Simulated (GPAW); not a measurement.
# GaN (F-43m) in GPAW: further runs

The runs below take GaN through band structure, equation of state, with M06-L, PBE, OLYP+D3.

Everything below comes from runs of GPAW 26.7.0. Logs are shortened: lines on timing, memory, paths and dates and some standing lists are left out, and cuts for length are marked. The log counts tension as positive stress, the text compression.

**The experiment to reproduce.**

A printed reference work, textbook reports, for a bulk crystal of GaN at 0 K: band gap 3.299 eV (direct).

The results are compared with them further down.

**1. The structure**

It takes space group F-43m (No. 216, cubic). The conventional cell has a = 4.507 Å, b = 4.507 Å, c = 4.507 Å, α = 90.00°, β = 90.00°, γ = 90.00°. Around Ga (site symmetry -43m) lie 4 N at 1.95 Å. N (site symmetry -43m) is surrounded by 4 Ga at 1.95 Å.

The cell is a database's computed one.

**2. Band structure, M06-L, spin-orbit coupling, no magnetisation**

run.py

```python
import numpy as np
from ase.dft.bandgap import bandgap
from ase.io import write
from ase.spacegroup import crystal
from ase.units import GPa
from gpaw import GPAW, PW
from gpaw.spinorbit import soc_eigenstates

# Ga 4a
# N 4d
atoms = crystal(['Ga', 'N'],
                basis=[[0.0, 0.0, 0.0],
                       [0.25, 0.25, 0.75]],
                spacegroup=216, setting=1,  # F-43m
                cellpar=[4.50700122, 4.50700122, 4.50700122, 90.0, 90.0, 90.0],
                primitive_cell=True)

calc = GPAW(mode=PW(800),
            xc='M06-L',
            kpts={'size': (10, 10, 10), 'gamma': True},
            occupations={'name': 'fermi-dirac', 'width': 0.05},
            nbands=11,
            convergence={'density': 1e-05, 'energy': 1e-05},
            maxiter=150,
            txt='gpaw.txt')
atoms.calc = calc
energy = atoms.get_potential_energy()
forces = atoms.get_forces()
stress = atoms.get_stress()
calc.write('gs.gpw')
write('result.traj', atoms)
print(f'Energy: {energy:.6f} eV')
print('Forces (eV/A):')
print(forces.round(4))
print('Stress (GPa):', (stress / GPa).round(3))
print('Fermi level:', round(calc.get_fermi_level(), 4), 'eV')
print(f'Gap: {bandgap(calc)[0]:.4f} eV, direct: {bandgap(calc, direct=True)[0]:.4f} eV')

path = atoms.cell.bandpath('GXWKGLUWLK,UX', npoints=80, eps=1e-4)
bs_calc = calc.fixed_density(kpts=path, symmetry='off', nbands=19,
                             convergence={'bands': 'CBM+6.0', 'eigenstates': 1e-6}, txt='bands.txt')
bs = bs_calc.band_structure()
bs.write('bs.json')
print(f'Gap on the path: {bandgap(bs_calc)[0]:.4f} eV')

soc = soc_eigenstates(bs_calc, theta=90, phi=0, ignore_xc_potential=True)
np.savetxt('soc_bands.dat', soc.eigenvalues(), fmt='%.4f')
mesh = soc_eigenstates('gs.gpw', theta=90, phi=0, ignore_xc_potential=True)
np.savetxt('soc_mesh.dat', mesh.eigenvalues(), fmt='%.4f')
print('Fermi level with spin-orbit coupling:', round(mesh.fermi_level, 4), 'eV')
```

Potentials or basis: GPAW PAW data sets (gpaw-data 1.2.1), pw.

Launch:

```sh
$ OMP_NUM_THREADS=1 python run.py
```

gpaw.txt:

```text
__  _  _
 | _ |_)|_||  |
 |__||  | ||/\| - 26.7.0

Input parameters:
  mode=PW(ecut=800.0),
  convergence={'density': 1e-05, 'energy': 1e-05},
  kpts=MonkhorstPack(size=(10, 10, 10), gamma=True),
  maxiter=150,
  nbands=11,
  occupations=Occupations(name='fermi-dirac', width=0.05),
  xc=XC(name='M06-L')

Diagonalizing LCAO Hamiltonian
Converting LCAO to pw mode

                  N

       Ga

Atoms  # Å, Bohr magnetons
|   | symbol |        x |        y |        z |    initial magnetic moments |
|---|--------|----------|----------|----------|-----------------------------|
| 0 |     Ga | 0.000000 | 0.000000 | 0.000000 | ( 0.0000,  0.0000,  0.0000) |
| 1 |      N | 3.380251 | 3.380251 | 3.380251 | ( 0.0000,  0.0000,  0.0000) |

Unit cell  # Å
| periodic |        x |        y |        z |  lengths |    angles |
|----------|----------|----------|----------|----------|-----------|
|      yes | 0.000000 | 2.253501 | 2.253501 | 3.186931 | 60.000000 |
|      yes | 2.253501 | 0.000000 | 2.253501 | 3.186931 | 60.000000 |
|      yes | 2.253501 | 2.253501 | 0.000000 | 3.186931 | 60.000000 |

Number of symmetries: 24
Symmetry operations  # r_c * U_cc + t_c -> r_c
|    | kind |            matrix            |
|----|------|------------------------------|
|  0 |  E   |  1, 0, 0,  0, 1, 0,  0, 0, 1 |
|  1 |  σ   |  1, 0, 0,  0, 0, 1,  0, 1, 0 |
|  2 |  σ   |  1, 0,-1,  0, 1,-1,  0, 0,-1 |
|  3 |  C3  |  1, 0,-1,  0, 0,-1,  0, 1,-1 |
|  4 |  C3  |  1,-1, 0,  0,-1, 1,  0,-1, 0 |
|  5 |  σ   |  1,-1, 0,  0,-1, 0,  0,-1, 1 |
|  6 |  σ   |  0, 1, 0,  1, 0, 0,  0, 0, 1 |
|  7 |  C3  |  0, 1, 0,  0, 0, 1,  1, 0, 0 |
|  8 |  C2  |  0, 1,-1,  1, 0,-1,  0, 0,-1 |
|  9 |  S4  |  0, 1,-1,  0, 0,-1,  1, 0,-1 |
| 10 |  C3  |  0, 0, 1,  1, 0, 0,  0, 1, 0 |
| 11 |  σ   |  0, 0, 1,  0, 1, 0,  1, 0, 0 |
| 12 |  S4  |  0, 0,-1,  1, 0,-1,  0, 1,-1 |
| 13 |  C3  |  0, 0,-1,  0, 1,-1,  1, 0,-1 |
| 14 |  S4  |  0,-1, 1,  1,-1, 0,  0,-1, 0 |
| 15 |  C2  |  0,-1, 1,  0,-1, 0,  1,-1, 0 |
| 16 |  C3  |  0,-1, 0,  1,-1, 0,  0,-1, 1 |
| 17 |  S4  |  0,-1, 0,  0,-1, 1,  1,-1, 0 |
| 18 |  S4  | -1, 1, 0, -1, 0, 1, -1, 0, 0 |
| 19 |  C3  | -1, 1, 0, -1, 0, 0, -1, 0, 1 |
| 20 |  C3  | -1, 0, 1, -1, 1, 0, -1, 0, 0 |
| 21 |  S4  | -1, 0, 1, -1, 0, 0, -1, 1, 0 |
| 22 |  σ   | -1, 0, 0, -1, 1, 0, -1, 0, 1 |
| 23 |  C2  | -1, 0, 0, -1, 0, 1, -1, 1, 0 |

BZ-sampling:
  Number of BZ points: 1000
  Number of IBZ points: 47

  Monkhorst-Pack size: [10, 10, 10]
  Monkhorst-Pack shift: [0.05, 0.05, 0.05]

K-points  # in reciprocal-cell coordinates
|     |                                coordinates |     weight |
|-----|--------------------------------------------|------------|
|   0 | (  0.00000000,   0.00000000,   0.00000000) | 0.00100000 |
|   1 | (  0.10000000,   0.10000000,   0.00000000) | 0.00600000 |
|   2 | (  0.10000000,   0.10000000,   0.10000000) | 0.00800000 |
|   3 | (  0.20000000,   0.10000000,   0.10000000) | 0.01200000 |
|   4 | (  0.20000000,   0.20000000,   0.00000000) | 0.00600000 |
|   5 | (  0.20000000,   0.20000000,   0.10000000) | 0.02400000 |
|   6 | (  0.20000000,   0.20000000,   0.20000000) | 0.00800000 |
|   7 | (  0.30000000,   0.20000000,   0.10000000) | 0.02400000 |
|   8 | (  0.30000000,   0.20000000,   0.20000000) | 0.02400000 |
|   9 | (  0.30000000,   0.30000000,   0.00000000) | 0.00600000 |
| ... |                                            |            |
|  46 | (  0.50000000,   0.50000000,   0.50000000) | 0.00400000 |

Plane wave coefficients: 1243
Cutoff: 800.0 eV

Spin-components: 1 (collinear spins)
Bands:           11
Projectors:      10
Spin-degeneracy: 2
Datatype:        complex128

Parallelization:
  kpt:    1
  domain: 1
  band:   1

Density:
  Valence electrons: 8.0
  Components: 1
  Grid points: [21 21 21]
  Charge: 0.0  # |e|

Potential:
  Grid points: [21 21 21]

species:
  Ga:
    name:    Gallium
    Z:       31.0
    valence: 3
    core:    28
    charge:  0.0  # [|e|]
    compensation charges:
      type: gauss
      rc: 0.37  # [Å]
      lmax: 2
    cutoffs:
      filter: 2.06  # [Å]
      core: 4.17  # [Å]
    projectors
    | kind |    occ | energy [eV] | rcut [Å] |
    |------|--------|-------------|----------|
    |   4s |  2.000 |      -8.945 |    1.164 |
    |   4p |  1.000 |      -2.580 |    1.164 |
    |    s |        |      18.266 |    1.164 |
    |    p |        |      24.631 |    1.164 |
    |    d |        |       0.000 |    1.164 |

    Using partial waves for Ga as LCAO basis

  N:
    name:    Nitrogen
    Z:       7.0
    valence: 5
    core:    2
    charge:  0.0  # [|e|]
    compensation charges:
      type: gauss
      rc: 0.18  # [Å]
      lmax: 2
    cutoffs:
      filter: 1.11  # [Å]
      core: 0.96  # [Å]
    projectors
    | kind |    occ | energy [eV] | rcut [Å] |
    |------|--------|-------------|----------|
    |   2s |  2.000 |     -18.583 |    0.603 |
    |   2p |  3.000 |      -7.089 |    0.529 |
    |    s |        |       8.629 |    0.603 |
    |    p |        |      20.123 |    0.529 |
    |    d |        |       0.000 |    0.577 |

    Using partial waves for N as LCAO basis

Reference energy: -54366.393033  # eV

eigensolver:
  PPCG
  Converge bands: occupied
  niter=2

density mixing:
  MSR1-Mixer
  Pratt-step length: 0.05
  Maximum mixing coefficient: 0.75
  Old densities: 10
  SVD Regularization: 0.005
  Good broyden scale: 1.0
  Trust region scale: 1.0
  Backstep threshold: 4.0
  History deletion threshold: 6.0
  Fourier metric: weight=20.0, sigma=0.015

occupation numbers:
  Fermi-Dirac:
    width: 0.0500  # eV

poisson solver:
  ecut: 6400.0  # eV

xc functional:
  name: M06-L with 2 nearest neighbor stencil

convergence criteria:
- Maximum integral of absolute [dens]ity change: 1e-05 electrons / valence electron
- Maximum [total energy] change in last 3 cyles: 1e-05 eV / valence electron
- Maximum integral of absolute [eigenst]ate change: 4e-08 eV^2 / valence electron
maximum number of iterations: 150

SCF iterations
|iter     | |      energy | eigst |  dens |
|---------|-|-------------|-------|-------|
|iter:   1| | -494.589881 | +3.04 |       |
|iter:   2| |  -12.702408 | +1.85 | +0.03 |
|iter:   3| |  -19.793628 | +0.75 | -0.68 |
|iter:   4| |  -18.983800 | -0.71 | -0.70 |
|iter:   5| |  -19.077137 | -1.50 | -0.71 |
|iter:   6| |  -19.014368 | -0.94 | -0.84 |
|iter:   7| |  -19.545270 | -0.96 | -1.13 |
|iter:   8| |  -19.551070 | -2.59 | -0.97 |
|iter:   9| |  -19.139820 | -1.35 | -1.01 |
|iter:  10| |  -19.049243 | -1.83 | -1.34 |
|iter:  11| |  -18.956375 | -1.94 | -1.69 |
|iter:  12| |  -19.034437 | -2.39 | -1.61 |
|iter:  13| |  -19.052932 | -2.05 | -1.67 |
|iter:  14| |  -19.059798 | -2.64 | -2.35 |
|iter:  15| |  -19.062045 | -3.41 | -2.71 |
|iter:  16| |  -19.061610 | -4.10 | -3.31 |
|iter:  17| |  -19.061640 | -5.11 | -3.67 |
|iter:  18| |  -19.061656c| -5.14 | -3.84 |
|iter:  19| |  -19.061653c| -5.82 | -4.16 |
|iter:  20| |  -19.061654c| -7.28 | -4.71 |
|iter:  21| |  -19.061654c| -7.75c| -5.11c|

Converged in 21 steps
Energy contributions relative to reference atoms: (reference = -54366.393033)

Energy contributions:
  Kinetic:          30.116623
  Coulomb:         -25.685509
  Zero:              0.202227
  External:          0.000000
  Xc:              -23.694995
  Entropy:          -0.000000
  Spinorbit:         0.000000
  ----------------------------
  Free energy:     -19.061654
  Extrapolated:    -19.061654

dipole moment: (-10.256549, -10.256549, -10.256549)  # |e|*Ang

Fermi level: 7.472
Eigenvalues  # (at kpt = [0.000, 0.000, 0.000])
| band index |      eig [eV] | occ [0-2] |
|------------|---------------|-----------|
|          0 |       -10.408 |     2.000 |
|          1 |         6.391 |     2.000 |
|          2 |         6.393 |     2.000 |
|          3 |         6.393 |     2.000 |
|          4 |         8.305 |     0.000 |
|          5 |        17.722 |     0.000 |
|          6 |        17.722 |     0.000 |
|          7 |        17.722 |     0.000 |
|          8 |        23.643 |     0.000 |
|          9 |        25.488 |     0.000 |
|         10 |        25.525 |     0.000 |

Gap: 1.913 eV
Transition (v -> c):
  (s=0, k=0, n=3, [0.00, 0.00, 0.00]) -> (s=0, k=0, n=4, [0.00, 0.00, 0.00])
No difference between direct/indirect transitions

Forces  # eV/Ang
|        x |        y |        z |
|----------|----------|----------|
| -0.00000 | -0.00000 | -0.00000 |  # Ga   0
|  0.00000 |  0.00000 |  0.00000 |  # N    1

Stress tensor  # eV/Ang^3
|         x |         y |         z |
|-----------|-----------|-----------|
| -0.085312 | -0.000000 |  0.000000 |
| -0.000000 | -0.085312 |  0.000000 |
|  0.000000 |  0.000000 | -0.085312 |

# Writing to gs.gpw (mode='')
```

Run time: 2.1 min. Hardware: 1 thread of Intel Xeon Platinum 8488C (Sapphire Rapids), shared host; peak memory 0.31 GiB.

What came out:

* Free energy: -19.0617 eV
* Pressure: 13.7 GPa
* Band gap on the k mesh: 1.90 eV, direct
* Band gap along the path: 1.91 eV, direct

Levels at the corners of the path, in eV from the valence-band top:
```tsv
point	band 6	band 7	band 8	band 9	band 10	band 11
Γ	0.00	0.00	0.00	1.91	1.91	11.09
X	-2.63	-2.59	-2.59	3.64	3.64	7.16
W	-3.75	-3.52	-3.46	6.51	6.51	9.16
K	-4.20	-2.10	-2.10	5.34	5.34	8.48
Γ	0.00	0.00	0.00	1.91	1.91	11.09
L	-0.96	-0.92	-0.92	5.12	5.12	9.09
U	-4.20	-2.10	-2.10	5.34	5.34	8.48
W	-3.75	-3.52	-3.46	6.51	6.51	9.16
L	-0.96	-0.92	-0.92	5.12	5.12	9.09
K	-4.20	-2.10	-2.10	5.34	5.34	8.48
U	-4.20	-2.10	-2.10	5.34	5.34	8.48
X	-2.63	-2.59	-2.59	3.64	3.64	7.16
```

Caveat: the data sets keep Ga 3d, Li 1s and Be 1s frozen, and some such compounds lay over 1.5 % in volume off other programs; spin-orbit coupling was added after a scalar SCF, so levels and gaps hold it while energy, forces, pressure and moments don't; this program's spin-orbit splittings come out too wide for heavy elements; the PAW data sets were made with another functional, which shifts forces and pressure a little.

**3. Equation of state, PBE**

run.py

```python
from ase import Atoms
from ase.eos import EquationOfState
from ase.io import Trajectory
from ase.units import GPa
from gpaw import GPAW, PW, setup_paths

setup_paths.insert(0, '.')

atoms = Atoms(['Ga', 'N'],
              cell=[[0.0, 2.2535006075, 2.2535006075],
                    [2.2535006075, 0.0, 2.2535006075],
                    [2.2535006075, 2.2535006075, 0.0]],
              scaled_positions=[[0.0, 0.0, 0.0],
                                [0.25, 0.25, 0.25]],
              pbc=True)

traj = Trajectory('eos.traj', 'w')
volumes, energies = [], []
for x in [0.94, 0.96, 0.98, 1.0, 1.02, 1.04, 1.06]:
    a = atoms.copy()
    a.set_cell(atoms.cell * x**(1 / 3), scale_atoms=True)
    calc = GPAW(mode=PW(800),
                xc='PBE',
                kpts={'size': (10, 10, 10), 'gamma': True},
                occupations={'name': 'fermi-dirac', 'width': 0.05},
                nbands=11,
                convergence={'density': 1e-05, 'energy': 1e-05},
                maxiter=150,
                txt=f'eos-{x:.2f}.txt')
    a.calc = calc
    energies.append(a.get_potential_energy(force_consistent=True))
    volumes.append(a.get_volume())
    p = -a.get_stress()[:3].mean() / GPa
    calc.write(f'eos-{x:.2f}.gpw')
    traj.write(a)
    print(f'{x:.2f} {volumes[-1]:10.4f} A^3 {energies[-1]:14.6f} eV {p:9.3f} GPa', flush=True)

v0, e0, B = EquationOfState(volumes, energies, eos='birchmurnaghan').fit()
print(f'V0 = {v0:.4f} A^3, E0 = {e0:.6f} eV, B0 = {B / GPa:.2f} GPa')
```

Potentials or basis: PAW data sets generated in the run's folder for this functional, pw.

Launch:

```sh
$ gpaw-setup -f PBE Ga N
$ OMP_NUM_THREADS=1 python run.py
```

Wall time 89 s (1 thread of Intel Xeon Platinum 8488C (Sapphire Rapids), shared host); peak memory 0.22 GiB.

The run converged. Its results:

```
Equilibrium volume : 12.18 Å³/atom (rough: see the caveat)
Bulk modulus       : 182 GPa (rough)
```

Energy against volume, from the lowest point:
| volume (Å³/atom) | energy (meV/atom) |
| --- | --- |
| 10.757 | 119.63 |
| 10.986 | 80.88 |
| 11.215 | 50.84 |
| 11.444 | 28.46 |
| 11.673 | 12.96 |
| 11.902 | 3.66 |
| 12.131 | 0.00 |

Caveat: the data sets keep Ga 3d, Li 1s and Be 1s frozen, and some such compounds lay over 1.5 % in volume off other programs; the minimum lies outside the volumes run.

**4. Equation of state, OLYP+D3**

Changes to run.py since step 3:

```diff
@@ -1,2 +1,3 @@
 from ase import Atoms
+from ase.calculators.mixing import SumCalculator
 from ase.eos import EquationOfState
@@ -4,2 +5,3 @@
 from ase.units import GPa
+from dftd3.ase import DFTD3
 from gpaw import GPAW, PW, setup_paths
@@ -22,3 +24,3 @@
     calc = GPAW(mode=PW(800),
-                xc='PBE',
+                xc='GGA_X_OPTX+GGA_C_LYP',
                 kpts={'size': (10, 10, 10), 'gamma': True},
@@ -27,6 +29,7 @@
                 convergence={'density': 1e-05, 'energy': 1e-05},
+                eigensolver='davidson',
                 maxiter=150,
                 txt=f'eos-{x:.2f}.txt')
-    a.calc = calc
-    energies.append(a.get_potential_energy(force_consistent=True))
+    a.calc = SumCalculator([calc, DFTD3(method='olyp', damping='d3zero')])
+    energies.append(a.get_potential_energy())
     volumes.append(a.get_volume())
```

Potentials or basis: PAW data sets generated in the run's folder for this functional, pw.

Launch:

```sh
$ gpaw-setup -f GGA_X_OPTX+GGA_C_LYP Ga N
$ OMP_NUM_THREADS=1 python run.py
```

What it wrote:

```text
__  _  _
 | _ |_)|_||  |
 |__||  | ||/\| - 26.7.0

Input parameters:
  mode=PW(ecut=800.0),
  convergence={'density': 1e-05, 'energy': 1e-05},
  eigensolver=Davidson(niter=2),
  kpts=MonkhorstPack(size=(10, 10, 10), gamma=True),
  maxiter=150,
  nbands=11,
  occupations=Occupations(name='fermi-dirac', width=0.05),
  xc=XC(name='GGA_X_OPTX+GGA_C_LYP')

Diagonalizing LCAO Hamiltonian
Converting LCAO to pw mode

           N
       Ga

Atoms  # Å, Bohr magnetons
|   | symbol |        x |        y |        z |    initial magnetic moments |
|---|--------|----------|----------|----------|-----------------------------|
| 0 |     Ga | 0.000000 | 0.000000 | 0.000000 | ( 0.0000,  0.0000,  0.0000) |
| 1 |      N | 1.103749 | 1.103749 | 1.103749 | ( 0.0000,  0.0000,  0.0000) |

Unit cell  # Å
| periodic |        x |        y |        z |  lengths |    angles |
|----------|----------|----------|----------|----------|-----------|
|      yes | 0.000000 | 2.207498 | 2.207498 | 3.121873 | 60.000000 |
|      yes | 2.207498 | 0.000000 | 2.207498 | 3.121873 | 60.000000 |
[... 175 lines left out ...]
Converged in 10 steps
Energy contributions relative to reference atoms: (reference = -54390.447083)

Energy contributions:
  Kinetic:          44.515676
  Coulomb:         -38.271255
  Zero:              0.144873
  External:          0.000000
  Xc:              -17.149533
  Entropy:          -0.000000
  Spinorbit:         0.000000
  ----------------------------
  Free energy:     -10.760238
  Extrapolated:    -10.760238

dipole moment: (-12.169478, -12.169478, -12.169478)  # |e|*Ang

Fermi level: 8.614
Eigenvalues  # (at kpt = [0.000, 0.000, 0.000])
| band index |      eig [eV] | occ [0-2] |
|------------|---------------|-----------|
|          0 |        -9.136 |     2.000 |
|          1 |         7.278 |     2.000 |
|          2 |         7.278 |     2.000 |
|          3 |         7.278 |     2.000 |
|          4 |         9.672 |     0.000 |
|          5 |        18.284 |     0.000 |
|          6 |        18.284 |     0.000 |
|          7 |        18.284 |     0.000 |
|          8 |        26.315 |     0.000 |
|          9 |        26.336 |     0.000 |
|         10 |        26.365 |     0.000 |

Gap: 2.393 eV
Transition (v -> c):
  (s=0, k=0, n=3, [0.00, 0.00, 0.00]) -> (s=0, k=0, n=4, [0.00, 0.00, 0.00])
No difference between direct/indirect transitions

Stress tensor  # eV/Ang^3
|         x |         y |         z |
|-----------|-----------|-----------|
| -0.187561 |  0.000000 | -0.000000 |
|  0.000000 | -0.187561 | -0.000000 |
| -0.000000 | -0.000000 | -0.187561 |

# Writing to eos-0.94.gpw (mode='')
```

stdout:

```text
0.94    21.5145 A^3     -11.773975 eV    19.828 GPa
0.96    21.9722 A^3     -11.824150 eV    14.076 GPa
0.98    22.4300 A^3     -11.858510 eV     8.940 GPa
1.00    22.8877 A^3     -11.879053 eV     4.365 GPa
1.02    23.3455 A^3     -11.887304 eV     0.290 GPa
1.04    23.8033 A^3     -11.884285 eV    -3.347 GPa
1.06    24.2610 A^3     -11.871584 eV    -6.581 GPa
V0 = 23.4465 A^3, E0 = -11.887492 eV, B0 = 192.78 GPa
```

Run time: 81 s. Hardware: 1 thread of Intel Xeon Platinum 8488C (Sapphire Rapids), shared host; peak memory 0.22 GiB.

Results:

```
Equilibrium volume                      : 11.72 Å³/atom
Bulk modulus                            : 193 GPa
Pressure derivative of the bulk modulus : 4.9
```

Energy against volume, from the lowest point:
```tsv
volume (Å³/atom)	energy (meV/atom)
10.757	56.66
10.986	31.58
11.215	14.40
11.444	4.13
11.673	0.00
11.902	1.51
12.131	7.86
```

Caveat: the data sets keep Ga 3d, Li 1s and Be 1s frozen, and some such compounds lay over 1.5 % in volume off other programs.

**5. How close it comes**

Step 2. Against the measured gap of GaN, 3.299 eV (direct; 0 K; a printed reference work, textbook), the calculated 1.91 eV is off by -1.39 eV. The value is that of M06-L, without temperature or zero-point motion. The cell is a database's relaxed one, not the measured one, which moves gaps too.
